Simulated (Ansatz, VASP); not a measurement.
GaAs in VASP and in Ansatz

Contents of INCAR:

```
SYSTEM = GaAs
PREC     = Accurate       ! precision mode
ENCUT    = 520            ! plane-wave cutoff, eV
EDIFF    = 1E-6           ! SCF threshold, eV
ISMEAR   = -1             ! smearing method
SIGMA    = 0.02           ! smearing width, eV
LREAL    = .False.        ! projectors in reciprocal space
LASPH    = .True.         ! aspherical terms in the spheres
NELM     = 60             ! most SCF steps
ALGO     = Normal         ! electronic algorithm
ISIF     = 2              ! what is computed and relaxed
LWAVE    = .False.        ! write WAVECAR
LCHARG   = .True.         ! write CHGCAR
GGA      = PE             ! functional
LELF     = .True.         ! ELF
LVHAR    = .True.       
NBANDS   = 16             ! bands
```

Contents of KPOINTS:

```
regular mesh
0
Gamma
  8 8 8
  0 0 0
```

POSCAR

```
GaAs
1.0
    0.0000000000      2.7580083397      2.7580083397
    2.7580083397      0.0000000000      2.7580083397
    2.7580083397      2.7580083397      0.0000000000
Ga As
1 1
Direct
    0.0000000000      0.0000000000      0.0000000000
    0.2500000000      0.2500000000      0.2500000000
```

Input for Ansatz:

```yaml
crystal:
  lattice:
    - [0.0, 2.7580083397, 2.7580083397]
    - [2.7580083397, 0.0, 2.7580083397]
    - [2.7580083397, 2.7580083397, 0.0]
  atoms:
    - { symbol: Ga, position: [0.0, 0.0, 0.0] }
    - { symbol: As, position: [0.25, 0.25, 0.25] }
kpoints:
  mp_grid: { grid: [8, 8, 8] }
  band_path:
    path:
      - [0.0, 0.0, 0.0]
      - [-0.5, -0.5, 0.0]
      - [-0.375, -0.375, 0.25]
      - [-0.375, 0.0, 0.375]
      - [0.0, 0.0, 0.5]
      - [-0.5, -0.25, 0.25]
    npoints: 1
hamiltonian:
  xc: pbe
scf:
  occupations: { method: fermi_dirac, width: 0.02 }
  n_extra_bands: 4
output:
  forces: true
  stress: true
  eigenvalues: true
```

Change from the starting cell: hydrostatic strain -2.6%.

Alike in both runs: task single point; functional PBE; k mesh 8 × 8 × 8; occupations fermi-dirac, width 0.02 eV; no spin polarisation.

```csv
,VASP,Ansatz
version,VASP 6.6.1,Ansatz 0.2.0
potentials or method,"VASP PAW PBE potentials, release 64 (Ga_d, As)","plane waves, PAW"
plane-wave cutoff (eV),520,420
valence electrons in the cell,18,28
```

|  | VASP | Ansatz | Ansatz less VASP |
| --- | --- | --- | --- |
| gap on the k mesh at the Fermi level (eV) | 1.09 | 1.08 | -0.008 |
| pressure (GPa) | 10.1 | 9.9 | -0.24 |

With one functional, cell and mesh, what is left measures potentials, basis and numerics. The two sets of potentials don't hold the same shells in valence.

A k mesh can miss the band edges.
